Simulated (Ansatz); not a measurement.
Data:

CsI:
Space group Pm-3m (No. 221); a = 4.401 Å, b = 4.401 Å, c = 4.401 Å, α = 90.00°, β = 90.00°, γ = 90.00°

```csv
atom,site,symmetry,x,y,z
Cs,1a,m-3m,0.0000,0.0000,0.0000
I,1b,m-3m,0.5000,0.5000,0.5000
```

This is the LDA-relaxed structure.

Problem. All from LDA (plane waves, PAW; program Ansatz), unless another level is named. Give the formation energy from the elements (no fitted shifts).

Solution. -1.59 eV/atom.

Problem. Next, the band gap?

Solution. 3.80 eV (indirect).

Problem. Predict the hole effective mass.

Solution. 0.32, 2.2, 2.2 mₑ (principal values).

Problem. Give the electron effective mass, band 2 of 2 at the edge.

Solution. 0.29 along [100], 0.35 along [110], 0.46 along [111] (mₑ).

Problem. Next, the weight of the valence-edge state by species (Voronoi cells)?

Solution. I 96 %, Cs 4 %.

Problem. What about the conduction-band minimum?

Solution. at Γ.

The cell was relaxed with LDA under the symmetry of its start. The references are the lowest solids computed at this level, not always the standard phases. Spin–orbit coupling is left out wherever it is not named.

Potentials: the later of the program's two PAW sets.
